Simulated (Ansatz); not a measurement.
# K: one crystal by all-electron and frozen-core methods

Does the method matter for K? The same cell, functional and mesh are run with full-potential LAPW, frozen-core PAW and all-electron PAW on datasets made for the crystal.

Program: Ansatz 0.2.0. Level of theory: DFT PBE, scalar-relativistic. These are calculated values, not measurements.

### 1 Starting point

Symmetry: Im-3m, No. 229, cubic system. The conventional cell has a = 5.236 Å, b = 5.236 Å, c = 5.236 Å, α = 90.00°, β = 90.00°, γ = 90.00°.

Coordinates:

```xyz
1
Lattice="-2.6180 2.6180 2.6180 2.6180 -2.6180 2.6180 2.6180 2.6180 -2.6180" Properties=species:S:1:pos:R:3 pbc="T T T"
K     0.0000    0.0000    0.0000
```

The cell is a measured one (Crystallography Open Database entry 9011006); the temperature and pressure of the measurement aren't taken into account, and nothing was relaxed.

### 2 Full-potential LAPW

input.yaml

```yaml
crystal:
  lattice:
    - [-2.618, 2.618, 2.618]
    - [2.618, -2.618, 2.618]
    - [2.618, 2.618, -2.618]
  atoms:
    - { symbol: K, position: [0.0, 0.0, 0.0] }
kpoints:
  mp_grid: { grid: [10, 10, 10] }
  band_path:
    path:
      - [0.0, 0.0, 0.0]
      - [0.5, -0.5, 0.5]
      - [0.0, 0.0, 0.5]
      - [0.0, 0.0, 0.0]
      - [0.25, 0.25, 0.25]
      - [0.5, -0.5, 0.5]
      - [0.25, 0.25, 0.25]
      - [0.0, 0.0, 0.5]
    npoints: 8
scf:
  occupations: { method: fermi_dirac, width: 0.08 }
hamiltonian:
  xc: pbe
  pseudopotentials: { kind: all_electron, lapw: { basis_error: 0.0005 } }
output:
  forces: true
  stress: true
  eigenvalues: true
  populations: true
  dos: { projected: true, de: 0.2, e_range: [-14, 8] }
```

### 3 Frozen-core PAW

Changes to input.yaml since step 2:

```diff
@@ -24,3 +24,3 @@
   xc: pbe
-  pseudopotentials: { kind: all_electron, lapw: { basis_error: 0.0005 } }
+  pseudopotentials: { kind: paw }
 output:
@@ -29,3 +29,5 @@
   eigenvalues: true
+  efg: { contact_densities: true }
   populations: true
+  bader: true
   dos: { projected: true, de: 0.2, e_range: [-14, 8] }
```

### 4 All-electron PAW on datasets made for the crystal

Changes to input.yaml since step 3:

```diff
@@ -24,3 +24,3 @@
   xc: pbe
-  pseudopotentials: { kind: paw }
+  pseudopotentials: { kind: all_electron, datasets: crystal }
 output:
@@ -30,4 +30 @@
   efg: { contact_densities: true }
-  populations: true
-  bader: true
-  dos: { projected: true, de: 0.2, e_range: [-14, 8] }
```

(Steps that only read results are left out.)

**Question.** What will these runs give? Wanted: pressure; gap.

**Answer**, as computed:

| quantity | value |
| --- | --- |
| pressure | LAPW 0.11, PAW 0.11, crystal datasets 0.11 GPa |
| gap (LAPW) | none |

In words: The pressure is within half a GPa of zero, so the volume is close to equilibrium at this level. The count of 9 electrons in bands leaves a band partly filled, so there is no gap. K 4s carries the largest share, 99 %, of the projected states within 0.3 eV of the Fermi level. The projection holds only the free atom's occupied shells (K 4s in this range). PAW lies less than 0.01 GPa from LAPW in pressure.
